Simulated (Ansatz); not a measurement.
Runs of Ansatz 0.2.0 on TaN. It takes space group P6_3/mmc (No. 194, hexagonal). Conventional cell: a = 2.922 Å, b = 2.922 Å, c = 5.917 Å, α = 90.00°, β = 90.00°, γ = 120.00°. Around Ta (site symmetry -3m) lie 6 N at 2.24 Å. N (site symmetry -6m2) is surrounded by 6 Ta at 2.24 Å. The cell comes from a database or a generator and needn't be the stable form of this composition.

| level | cutoff (eV) | gap on the mesh (eV) | pressure (GPa) |
| --- | --- | --- | --- |
| r2SCAN | 500 | none | -6.4 |
| PBEsol | 420 | none | (c) |
| RPBE | 420 | none | (a) |
| LDA | 420 | none | -17.4 |
| HSE06 | 420 | none | -9.9 |
| BLYP | 420 | none | 9.4 |
| revPBE | 420 | none | 1.8 |
| r2SCAN0 | 500 | none | -12.1 |
| PBE0 | 420 | none | (b) |

Alike in all rows: task projected density of states; potentials or basis Ansatz PAW; no spin polarisation; cell as given; k mesh 6 × 6 × 3; smearing fermi-dirac 0.05 eV; the mesh is coarse, so values aren't converged.

Task: Estimate the missing entries.

Result: (a) 3.1; (b) -9.7; (c) -10.9.

Caveats: all runs use coarse meshes; the PAW data sets come from PBE, with cores solved anew for the run's functional, which leaves a small shift of forces and pressure; the thresholds are loose for stress (some runs).

A k mesh can miss the band edges, and the runs leave out spin-orbit coupling on Ta.

A gap of «none» marks a metal or a gap under the smearing width.

Runs at the PBE level aren't shown here.
